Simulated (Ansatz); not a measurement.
Rows from a G0W0 calculation on Te on the As site (charge +1) in BAs (32-atom cell) (Ansatz 0.2.0; G0W0 on LDA, plane waves, PAW; PAW set soft_1; 2×2×2 mesh, 460 empty bands, screening to 85 eV, PAW set soft_1 files), in eV. Spin-orbit coupling is left out.

| row | k | band | start | Σx | Σc at the solution | Vxc |
| --- | --- | --- | --- | --- | --- | --- |
| A | Γ | c1 | 11.886 | -7.786 | -3.940 | -12.470 |
| B | Γ | v1 | 10.703 | -16.553 | 1.340 | -15.375 |
| C | Γ | c2 | 12.055 | -8.027 | -3.825 | -12.398 |
| D | Γ | v4 | 8.799 | -16.706 | 1.999 | -14.722 |
| E | Γ | c5 | 12.095 | -7.666 | -3.915 | -12.306 |

**Question.** Work out each quasiparticle level and how far it moved.

The quasiparticle equation reads E = start + Σx + Σc(E) − Vxc.

| row | E (eV) | shift (eV) |
| --- | --- | --- |
| A | 12.630 | +0.744 |
| B | 10.865 | +0.162 |
| C | 12.600 | +0.545 |
| D | 8.815 | +0.016 |
| E | 12.820 | +0.725 |

Limits: not at the basis limit; charged cell, levels uncorrected; no spin-orbit coupling; coarse k mesh.

[Runs of the session that timed out or met a known fault of the program may be left out.]

[Cells called generated may have been cut or substituted from an entry of the Crystallography Open Database or the Materials Project.]

[Hosts, paths, dates, database ids (printed as entryN), source tags and the programs' standing remarks are cut or masked in the printed files.]
